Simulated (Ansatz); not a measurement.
## Which functional gives which lattice for MgO?

Starting cell:

```cif
data_structure
_symmetry_space_group_name_H-M 'Fm-3m'
_symmetry_Int_Tables_number 225
_cell_length_a 4.2703
_cell_length_b 4.2703
_cell_length_c 4.2703
_cell_angle_alpha 90.000
_cell_angle_beta 90.000
_cell_angle_gamma 90.000
_cell_volume 77.87
loop_
_atom_site_label
_atom_site_type_symbol
_atom_site_symmetry_multiplicity
_atom_site_Wyckoff_symbol
_atom_site_fract_x
_atom_site_fract_y
_atom_site_fract_z
_atom_site_occupancy
Mg1 Mg 4 a 0.00000 0.00000 0.00000 1
O1 O 4 b 0.50000 0.00000 0.00000 1
```

Ansatz, plane waves and PAW, scalar-relativistic (no spin–orbit coupling), 10×10×10 k-mesh. No spin polarisation. In the setting of the table the starting cell (space group Fm-3m) has 3.020 × 3.020 × 3.020 Å, angles 60.0 / 60.0 / 60.0°. Each functional was followed to zero pressure by scaling the cell, shape and atoms held, then fitted over four more volumes within ±4 % of it.

Q: What cell, stiffness and gap does each give?

A: 
| functional | V0 (Å³/atom) | cell | B0 (GPa) | B′ from the pressures | gap on the mesh | cutoff (eV) |
| --- | --- | --- | --- | --- | --- | --- |
| r2SCAN + D3(BJ)-ATM | 9.20 | 2.964 × 2.964 × 2.964 Å, angles 60.0 / 60.0 / 60.0° | 171 | 4.1 | 5.78 eV | 500 |
| revPBE | 9.86 | 3.032 × 3.032 × 3.032 Å, angles 60.0 / 60.0 / 60.0° | 140 | 4.1 | 4.33 eV | 420 |
| BLYP | 9.75 | 3.022 × 3.022 × 3.022 Å, angles 60.0 / 60.0 / 60.0° | 147 | 4.1 | 4.60 eV | 420 |
| PBE + D3(BJ)-ATM | 9.36 | 2.981 × 2.981 × 2.981 Å, angles 60.0 / 60.0 / 60.0° | 159 | 4.1 | 4.72 eV | 420 |
| revPBE + D3(BJ) | 9.24 | 2.968 × 2.968 × 2.968 Å, angles 60.0 / 60.0 / 60.0° | 160 | 4.1 | 4.94 eV | 420 |

The volumes span 7.1 %, from r2SCAN + D3(BJ)-ATM to revPBE, and the stiffness falls as the cell grows. Adding D3(BJ) to revPBE pulls the cell in by 6.3 %.

Caveats: gaps at these levels are rough, and mostly too small.

Points behind the fit for BLYP:

```csv
V (Å³/atom),E − Emin (meV/atom),P (GPa)
9.364,7.71,6.46
9.559,1.94,3.06
9.754,0.00,0.00
9.950,1.83,-2.77
10.145,6.76,-5.27
```

The stiffness follows the volume because shorter Mg–O contacts strengthen both the electrostatic attraction and the closed-shell repulsion, and the repulsion's steep curvature sets the resistance to compression. Volume is not the whole story, though: r2SCAN + D3(BJ)-ATM and revPBE + D3(BJ) have nearly equal cells, yet differ by 171 against 160 GPa.

The gap also widens as the cell shrinks. For revPBE the rise from 4.33 to 4.94 eV is purely a lattice effect, since D3 adds no term to the electronic potential. The larger r2SCAN gap can't be explained that way and probably reflects its orbital-dependent exchange-correlation potential.

Revised PBE and BLYP alone give a lattice clearly larger than the known one, consistent with exchange that is too repulsive at these contacts. The contraction with D3 therefore probably compensates in part for that repulsion, and is no direct measure of physical dispersion in an ionic oxide. For PBE and r2SCAN, the dispersion share can't be separated without their uncorrected counterparts.
